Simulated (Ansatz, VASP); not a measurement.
# LiH: VASP beside Ansatz

```xyz
2
Lattice="0.0000 2.0232 2.0232 2.0232 0.0000 2.0232 2.0232 2.0232 0.0000" Properties=species:S:1:pos:R:3 pbc="T T T"
Li    0.0000    0.0000    0.0000
H     2.0232    2.0232    2.0232
```

Alike in both runs: task single point; functional PBE; k mesh 10 × 10 × 10; occupations gaussian, width 0.02 eV; no spin polarisation.

```csv
,VASP,Ansatz
version,VASP 6.6.1,Ansatz 0.2.0
potentials or method,"VASP PAW PBE potentials, release 64 (Li_sv, H)","scalar-relativistic, plane waves, PAW"
plane-wave cutoff (eV),520,420
valence electrons in the cell,4,4
```

|  | VASP | Ansatz | Ansatz less VASP |
| --- | --- | --- | --- |
| gap on the k mesh at the Fermi level (eV) | 3.00 | 3.01 | +0.007 |
| least direct gap on the mesh (eV) | 3.00 | 3.01 | +0.007 |

 PBE gaps usually lie below the measured ones, often by a third to a half. A k mesh can miss the band edges.
